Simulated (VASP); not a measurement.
Li2O: relaxation of cell and atoms with LDA

The system is Li2O.

```
CELL_PARAMETERS angstrom
0.00000 2.30500 2.30500
2.30500 0.00000 2.30500
2.30500 2.30500 0.00000
ATOMIC_POSITIONS crystal
Li 0.25000 0.25000 0.25000
Li 0.75000 0.75000 0.75000
O 0.00000 0.00000 0.00000
```

| Quantity | Value |
| --- | --- |
| Program | VASP 6.6.1 |
| Task | relaxation of cell and atoms |
| Functional | LDA |
| Potentials or basis | VASP PAW LDA potentials, release 64 (Li_sv, O) |
| Cutoff | 600 eV |
| k mesh | 8 × 8 × 8 |
| Occupations | gaussian, width 0.02 eV |
| Spin | no spin polarisation |
| Dipole correction | no |
| Further INCAR settings | ALGO = Normal; EDIFF = 1e-07; IBRION = 2; EDIFFG = -0.005; NSW = 80; ISIF = 3 |

The relaxed volume is 7.52 Å³/atom. The relaxed cell is a = 3.172 Å, b = 3.172 Å, c = 3.172 Å, α = 60.00°, β = 60.00°, γ = 60.00° and the space group after relaxing (to 0.05 Å) is Fm-3m (No. 225). The energy gained by relaxing is 14.1 meV/atom, the ionic steps are 4 and the pressure after relaxing is 0.0 GPa. The band gap on the k mesh is 4.95 eV, indirect (least direct gap 5.93 eV).

Step by step:
```tsv
step	energy change (eV)	largest force (eV/Å)	pressure (GPa)	volume (Å³)
1	0.0000	0.0000	-6.54	24.49
2	-0.0349	0.0000	-2.95	23.33
3	-0.0422	0.0000	-0.20	22.61
4	-0.0422	0.0000	0.00	22.56
```

Final structure:
```cif
data_structure
_symmetry_space_group_name_H-M 'P 1'
_symmetry_Int_Tables_number 1
_cell_length_a 3.1717
_cell_length_b 3.1717
_cell_length_c 3.1717
_cell_angle_alpha 60.000
_cell_angle_beta 60.000
_cell_angle_gamma 60.000
_cell_volume 22.56
loop_
_atom_site_label
_atom_site_type_symbol
_atom_site_fract_x
_atom_site_fract_y
_atom_site_fract_z
_atom_site_occupancy
Li1 Li 0.25000 0.25000 0.25000 1
Li2 Li 0.75000 0.75000 0.75000 1
O1 O 0.00000 0.00000 0.00000 1
```

Levels at points of the mesh, in eV from the valence-band top:
| k point | band 2 | band 3 | band 4 | band 5 | band 6 | band 7 | band 8 | band 9 | band 10 |
| --- | --- | --- | --- | --- | --- | --- | --- | --- | --- |
| (0.00, 0.00, 0.00) | -41.27 | -15.24 | 0.00 | 0.00 | 0.00 | 5.93 | 12.08 | 12.08 | 12.08 |
| (0.50, 0.00, 0.00) | -41.49 | -15.02 | -3.02 | -0.51 | -0.51 | 9.66 | 10.59 | 12.25 | 12.25 |
| (0.50, 0.50, 0.00) | -41.40 | -14.99 | -1.65 | -1.59 | -1.59 | 4.95 | 14.09 | 14.09 | 15.74 |

Run time: 26 s on 1 thread of Intel(R) Xeon(R) Platinum 8259CL CPU @ 2.50GHz (Skylake/Cascade Lake), on a shared host, peak memory 0.13 GiB.

Caveat: the cutoff is under 1.25 times the usual one of these potentials, so pressure, stress and relaxed cells hold a basis-set (Pulay) error. Zero-point motion and thermal expansion aren't in these numbers.
